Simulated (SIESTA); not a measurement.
Crystal: In.

```xyz
2
Lattice="3.2509 0.0000 0.0000 0.0000 3.2509 0.0000 0.0000 0.0000 4.9474" Properties=species:S:1:pos:R:3 pbc="T T T"
In    0.0000    0.0000    0.0000
In    1.6255    1.6255    2.4737
```

| Item | Value |
| --- | --- |
| Program | SIESTA 5.4.2 |
| Task | relaxation of cell and atoms |
| Functional | PBE |
| Potentials or basis | PseudoDojo 0.4 standard (PBE files) |
| Basis | DZP (energy shift 0.003 Ry; two zetas on semicore shells) |
| Grid cutoff | 500 Ry |
| Energy shift | 0.003 Ry |
| k mesh | 8 × 8 × 6 |
| Occupations | fermi-dirac, width 0.05 eV |
| Spin | no spin polarisation |

At the start: pressure 2.5 GPa; volume 26.14 Å³/atom.

Task: Where does the relaxation end?

Result: Over 6 steps the energy falls by 43.1 meV/atom and the volume is 27.85 Å³/atom (+6.5 %); space group I4/mmm (No. 139, to 0.05 Å).

The path:
```tsv
step	energy change (eV)	largest force (eV/Å)	pressure (GPa)	volume (Å³)
1	0.0000	0.0000	2.52	52.29
2	-0.0119	0.0000	2.05	52.75
3	-0.0668	0.0000	-1.00	56.91
4	-0.0699	0.0000	-0.99	56.92
5	-0.0858	0.0000	-0.13	55.88
6	-0.0862	0.0000	-0.05	55.71
```

Final structure:
```
In
1.0
     3.20819    0.00000    0.00000
     0.00000    3.20819    0.00000
     0.00000    0.00000    5.41246
In
2
Direct
  0.00000 0.00000 0.00000
  0.50000 0.50000 0.50000
```

Caveat: the basis of atomic orbitals isn't converged, which shifts pressures, moduli and gaps.
